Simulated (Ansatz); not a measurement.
# GaP: the band gap up the ladder of functionals

One table from this session's results is given with a row withheld; the runs are named, their logs left out.

Code: Ansatz 0.2.0. PAW datasets, plane waves. Computed at 0 K without zero-point motion; spin polarisation is off.

**The system as given**

The cell was relaxed beforehand with r2SCAN.

The symmetry is F-43m (No. 216, cubic); conventional cell a = 5.451 Å, 20.24 Å³ an atom. Ga has 4 P at 2.36 Å; P has 4 Ga at 2.36 Å.

The structure in full:

```cif
data_structure
_symmetry_space_group_name_H-M 'F-43m'
_symmetry_Int_Tables_number 216
_cell_length_a 5.4508
_cell_length_b 5.4508
_cell_length_c 5.4508
_cell_angle_alpha 90.000
_cell_angle_beta 90.000
_cell_angle_gamma 90.000
_cell_volume 161.95
loop_
_atom_site_label
_atom_site_type_symbol
_atom_site_symmetry_multiplicity
_atom_site_Wyckoff_symbol
_atom_site_fract_x
_atom_site_fract_y
_atom_site_fract_z
_atom_site_occupancy
Ga1 Ga 4 a 0.00000 0.00000 0.00000 1
P1 P 4 d 0.25000 0.25000 0.75000 1
```

The first run:

input.yaml reads:

```yaml
crystal:
  lattice:
    - [0.0, 2.7254101929, 2.7254101929]
    - [2.7254101929, 0.0, 2.7254101929]
    - [2.7254101929, 2.7254101929, 0.0]
  atoms:
    - { symbol: Ga, position: [0.0, 0.0, 0.0] }
    - { symbol: P, position: [0.25, 0.25, 0.25] }
kpoints:
  mp_grid: { grid: [8, 8, 8] }
  band_path:
    path:
      - [[0.0, 0.0, 0.0], [-0.5, -0.5, -6.823966523876e-34], [-0.375, -0.375, 0.25]]
      - [[-0.375, -2.2209607364e-17, 0.375], [0.0, 0.0, 0.0], [-1.480640490933e-17, -1.480640490933e-17, 0.5], [-0.5, -0.25, 0.25], [-0.5, -0.5, -6.823966523876e-34]]
    npoints: 10
hamiltonian:
  xc: pbe
scf:
  occupations: { method: fermi_dirac, width: 0.02 }
  n_extra_bands: 4
output:
  forces: true
  stress: true
  eigenvalues: true
```

Launch:

```bash
> ansatz run input.yaml --threads 2 --pin off --max-ram 4608MiB --backend cpu --events-out ev --progress --plain --runs-dir out
```

Steps of the session up to this table: Band structure with PBE; r2SCAN at the same geometry; HSE06; Single point with PBE+SOC; Single point with PBE0; LDA at the same geometry; G0W0 on PBE; One-shot GW from PBE; Single point with DDH-PBE0; HSE06+SOC; Single point with Hartree-Fock; r2SCANh at the same geometry.

One table of the session follows, with a row left open; its other results are not shown here.

| level | gap (eV) |
| --- | --- |
| PBE | 1.60 |
| r2SCAN | 1.86 |
| HSE06 | 2.26 |
| PBE+SOC | 1.58 |
| PBE0 | ? |
| LDA | 1.45 |
| G0W0@PBE (120 empty bands) | 2.03 |
| G0W0@PBE (300 empty bands) | 2.11 |
| DDH-PBE0 | 2.10 |
| HSE06+SOC | 2.25 |
| Hartree-Fock | 7.60 |
| r2SCANh | 2.33 |

Q: Estimate the row for PBE0 from the others.

The run gave: gap (eV): 2.93. In the column «gap (eV)» it lies between r2SCANh (2.33) and Hartree-Fock (7.60).

Meshes: PBE 8×8×8, r2SCAN 8×8×8, HSE06 6×6×6, PBE+SOC 8×8×8, PBE0 6×6×6, LDA 8×8×8, DDH-PBE0 6×6×6, HSE06+SOC 4×4×4, Hartree-Fock 6×6×6, r2SCANh 6×6×6

Limits of these values: G0W0 here is at a finite number of bands, screening cutoff and k mesh, not at the basis limit. Warnings in the runs' records: stress scf threshold loose, stress exchange threshold loose.
